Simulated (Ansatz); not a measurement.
MgO: stable or not

The cell was found from a structure generator's guess, not taken from experiment.

All numbers below come from DFT PBE, scalar-relativistic, plane waves, PAW (Ansatz). Cutoff 420 eV, Γ-centred 12×12×4 mesh (8-atom cell), Gaussian smearing of 0.02 eV, no spin polarisation.

Space group P6_3/mmc (No. 194). a = 2.982 Å, b = 2.982 Å, c = 10.078 Å, α = 90.00°, β = 90.00°, γ = 120.00°
```csv
atom,site,symmetry,x,y,z
Mg,4f,3m.,0.6667,0.3333,0.8781
O,2a,-3m.,0.0000,0.0000,0.0000
O,2d,-6m2,0.6667,0.3333,0.2500
```

Energies over the elements count from the elements' standard structures at the same level (O₂ as a molecule), with no fitted energy shifts.

**Question.** These tests were run: energy against the elements; phonons on a 3×3×1 q mesh; elastic tensor. What do they show?

**Answer.**

| test | result |
| --- | --- |
| energy against the elements | −2.609 eV/atom |
| phonons on a 3×3×1 q mesh | no imaginary mode on the mesh |
| elastic tensor | least eigenvalue 66 GPa |

It fails none of these tests. Other phases of the system weren't compared here, so this isn't yet thermodynamic stability.

The run for the phonons used a 12×12×4 k mesh. The run for the elastic tensor used a 12×12×4 k mesh.
